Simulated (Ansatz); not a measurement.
**SnS: optical response by level**

How does SnS absorb light if electrons and holes don't interact? The runs, in order: HSE06 for the gap; optics with PBE on 2×6×4; optics with r2SCAN on 2×6×4; optics with PBE and scissors to the HSE06 gap on 2×6×4; optics with PBE with spin-orbit coupling on 2×4×4.

Method: plane waves, PAW; no local fields, no excitons, in Ansatz 0.2.0.

1 further run of the same task is left out (it didn't finish).

### Step 1. The system as given

It takes space group Pnma (No. 62, orthorhombic). Conventional cell: a = 11.218 Å, b = 3.962 Å, c = 4.433 Å, α = 90.00°, β = 90.00°, γ = 90.00°. Around Sn (site symmetry m) lie 3 S at 2.63 to 2.64 Å. S (site symmetry m) has 3 Sn at 2.63 to 2.64 Å as nearest neighbours.

Coordinates:

```cif
data_structure
_symmetry_space_group_name_H-M 'Pnma'
_symmetry_Int_Tables_number 62
_cell_length_a 11.2185
_cell_length_b 3.9618
_cell_length_c 4.4335
_cell_angle_alpha 90.000
_cell_angle_beta 90.000
_cell_angle_gamma 90.000
_cell_volume 197.05
loop_
_atom_site_label
_atom_site_type_symbol
_atom_site_symmetry_multiplicity
_atom_site_Wyckoff_symbol
_atom_site_fract_x
_atom_site_fract_y
_atom_site_fract_z
_atom_site_occupancy
Sn1 Sn 4 c 0.11918 0.25000 0.12581 1
S1 S 4 c 0.84950 0.25000 0.48710 1
```

Cell and atoms come from an earlier r2SCAN+rVV10 relaxation. Spin-orbit coupling, which matters for Sn, is in the runs so named alone.

### Step 2. A hybrid for the gap

Contents of input.yaml:

```yaml
crystal:
  lattice:
    - [11.2184901763, 0.0, 0.0]
    - [0.0, 3.9617506888, 0.0]
    - [0.0, 0.0, 4.433476681]
  atoms:
    - { symbol: Sn, position: [0.119182331, 0.25, 0.1258110812] }
    - { symbol: Sn, position: [0.380817669, 0.75, 0.6258110812] }
    - { symbol: Sn, position: [0.619182331, 0.25, 0.3741889188] }
    - { symbol: Sn, position: [0.880817669, 0.75, 0.8741889188] }
    - { symbol: S, position: [0.8494992915, 0.25, 0.4871020043] }
    - { symbol: S, position: [0.6505007085, 0.75, 0.9871020043] }
    - { symbol: S, position: [0.3494992915, 0.25, 0.0128979957] }
    - { symbol: S, position: [0.1505007085, 0.75, 0.5128979957] }
kpoints:
  mp_grid: { grid: [2, 4, 4] }
  band_path:
    path:
      - [0.0, 0.0, 0.0]
      - [0.5, 0.0, 0.0]
      - [0.5, 0.5, 0.0]
      - [0.0, 0.5, 0.0]
      - [0.0, 0.0, 0.5]
      - [0.5, 0.0, 0.5]
      - [0.5, 0.5, 0.5]
      - [0.0, 0.5, 0.5]
      - [0.0, 0.0, 0.453125]
      - [0.0, 0.324219, 0.0]
      - [0.0, 0.3, 0.0]
    npoints: 1
hamiltonian:
  xc: hse06
scf:
  occupations: { method: fixed }
  n_extra_bands: 6
output:
  forces: true
  stress: true
  eigenvalues: true
```

On the command line:

```
$ ansatz run input.yaml --threads 4 --pin off --max-ram 5529MiB --backend cpu --events-out ev --progress --plain --runs-dir out
```

Further steps of the session: Optics, PBE; Optics, r2SCAN; Optics, PBE with a scissors shift; Optics, PBE with spin-orbit coupling.

Q: Predict the results of all the runs planned. Wanted: ε∞, PBE; ε∞, r2SCAN; ε∞, PBE with spin-orbit coupling; tallest peak of ε₂, PBE; tallest peak of ε₂, r2SCAN; tallest peak of ε₂, PBE with spin-orbit coupling; HSE06 direct gap.

The runs gave:

```
                                        quantity                                 value
                                         ε∞, PBE      14.77, 15.71, 14.03 (xx, yy, zz)
                                      ε∞, r2SCAN      12.56, 13.41, 11.89 (xx, yy, zz)
                      ε∞, PBE + 0.47 eV scissors      12.96, 13.72, 12.35 (xx, yy, zz)
                ε∞, PBE with spin-orbit coupling      14.67, 15.66, 13.92 (xx, yy, zz)
                         tallest peak of ε₂, PBE                       21.0 at 2.50 eV
                      tallest peak of ε₂, r2SCAN                       18.7 at 2.80 eV
      tallest peak of ε₂, PBE + 0.47 eV scissors                       21.0 at 3.00 eV
tallest peak of ε₂, PBE with spin-orbit coupling  20.6 at 2.50 eV (complete to 9.2 eV)
                                HSE06 direct gap                               1.51 eV
```

From PBE to PBE + 0.47 eV scissors the direct gap grows from 1.10 to 1.57 eV, and ε∞ goes from 14.84 to 13.01 (mean of the axes). Spin-orbit coupling moves the direct gap by +0.29 eV; ε∞ doesn't compare between these two runs, as the bands summed differ. The meshes differ between the runs, and peak heights and places move with the mesh, so part of any difference isn't the level's. The response is anisotropic: with PBE ε∞ is 14.77, 15.71, 14.03 (xx, yy, zz). Local fields and excitons are left out: both change ε∞, and without excitons the onset lacks its lines.
